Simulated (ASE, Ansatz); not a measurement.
# Settings and their price: Priceite (P2_1/c), Ca2B5H7O13 (108 atoms)

The cell holds 108 atoms: 8 Ca, 20 B, 28 H and 52 O. Its edges and angles: a = 11.580 Å, b = 6.984 Å, c = 12.352 Å, α = 90.0°, β = 110.6°, γ = 90.0°. It derives from Ca2B5H7O13 (P2_1/c), repeated 1×1×1. Ca2B5H7O13, space group P2_1/c, structure from the Crystallography Open Database, 1 x 1 x 1 conventional cells; every coordinate displaced by a Gaussian of 0.02 Å; bonds to H set to neutron lengths (C-H 1.089, N-H 1.015, O-H 0.983, B-H 1.19 Å) where the listed ones are shorter.

Geometry: as built.

Reference run: Kohn-Sham DFT, revPBE+D4, PAW (set soft_2), plane waves (Ansatz 0.2.0), cutoff 420 eV, k-mesh 2×4×2, gaussian smearing of 0.025 eV.

- r.m.s. force component: 0.7476 eV/Å
- pressure: 1.023 GPa
- gap (highest filled to lowest empty level): 5.412 eV
- SCF cycles: 9
- time: 4.5 s on 1 × NVIDIA GB200 with 32 threads of Arm Neoverse V2, shared host

**Question.** The cell is repeated and solved at Γ. How do error, time and memory go?
- plane waves, 108 atoms (1×1×1)
- support functions, 108 atoms (1×1×1)
- plane waves, 216 atoms (1×2×1)
- support functions, 216 atoms (1×2×1)
- plane waves, 1296 atoms (2×3×2)
- support functions, 1296 atoms (2×3×2)
- truncated density matrix, 1296 atoms (2×3×2)
- support functions, 2592 atoms (3×4×2)
- truncated density matrix, 2592 atoms (3×4×2)
- support functions, 4860 atoms (3×5×3)
- truncated density matrix, 4860 atoms (3×5×3)

Differences are against the typed cell on a 2×4×2 mesh, which samples like Γ on 1728 atoms (r.m.s. force component 0.748 eV/Å, gap 5.41 eV). Every repeated cell is solved at Γ, and forces are averaged over the copies of each atom. Hardware: 1 × NVIDIA GB200 with 32 threads of Arm Neoverse V2, shared host.

```csv
atoms,repeats,basis,"Δ force, r.m.s. (meV/Å)",Δ energy (meV/atom),less plane waves of the same size (meV/atom),gap (eV),spread among copies (meV/Å),SCF cycles,time,host memory (GiB),planned on the GPU (GiB)
108,1×1×1,plane waves,44.5,5.39,-,5.41,-,9,2.1 s,1.3,3.7
108,1×1×1,support functions,46.7,0.314,-5.1,5.41,-,12,5.7 s,1.2,3.5
216,1×2×1,plane waves,1.20,0.152,-,5.41,0,9,3.6 s,1.5,5.9
216,1×2×1,support functions,9.83,-4.96,-5.1,5.41,0.15,12,7.7 s,1.5,5.5
1296,2×3×2,plane waves,0.049,0.0052,-,5.41,0,10,27 s,3.0,91
1296,2×3×2,support functions,9.29,-5.13,-5.1,5.41,0.26,12,30 s,3.6,22
1296,2×3×2,truncated density matrix,9.18,-5.13,-5.1,-,0.17,13,26 s,3.3,24
2592,3×4×2,support functions,9.24,-5.10,-,5.41,0.29,13,67 s,6.0,44
2592,3×4×2,truncated density matrix,9.15,-5.10,-,-,0.2,14,54 s,6.0,53
4860,3×5×3,support functions,9.19,-5.13,-,5.41,0.29,13,2.7 min,10,91
4860,3×5×3,truncated density matrix,9.09,-5.13,-,-,0.19,14,1.8 min,10,116
```

Repeating the cell at Γ samples more k-points: in plane waves the energy difference from the dense mesh goes from 5.39 meV/atom at 108 atoms to 0.0052 at 1296, and the force difference from 45 to 0.049 meV/Å; the gap stays at 5.41 eV. With plane waves, the time grows as the 1.1 power of the atom count between the two largest sizes, 216 and 1296 atoms. The smaller run is short enough for fixed overheads to flatten this slope. With support functions, the time grows as the 1.4 power of the atom count between the two largest sizes, 2592 and 4860 atoms. With the truncated density matrix, the time grows as the 1.1 power of the atom count between the two largest sizes, 2592 and 4860 atoms. At 4860 atoms truncation (run in mixed precision) changes the energy by +0.002 meV/atom and takes 0.69 times the time of the full density matrix. At equal size the support functions lie 5.1 meV/atom below plane waves, likely because their grid holds more waves than 420 eV; no run tests this. Support functions take 2.7 times the time of plane waves at 108 atoms and 1.1 times at 1296, so no crossover is reached among the sizes that both ran. The truncated run is already faster than plane waves at 1296 atoms (0.98 times their time). Each time is a single run, so ratios and crossover are rough. At the largest size the support functions' forces differ from the reference by 1.2 % of the r.m.s. force, which holds the difference of sampling between the two as well as that of the basis. In some support-function runs the search for missed states was left out or partial.

[Logs are printed without paths, hosts, clocks, repeated set-up lines and the standing remarks that a program may print on its own settings, such as how far it seeks lower states.]

[Hosts, paths, dates, database ids (printed as entryN), source tags and the programs' standing remarks are cut or masked in the printed files.]
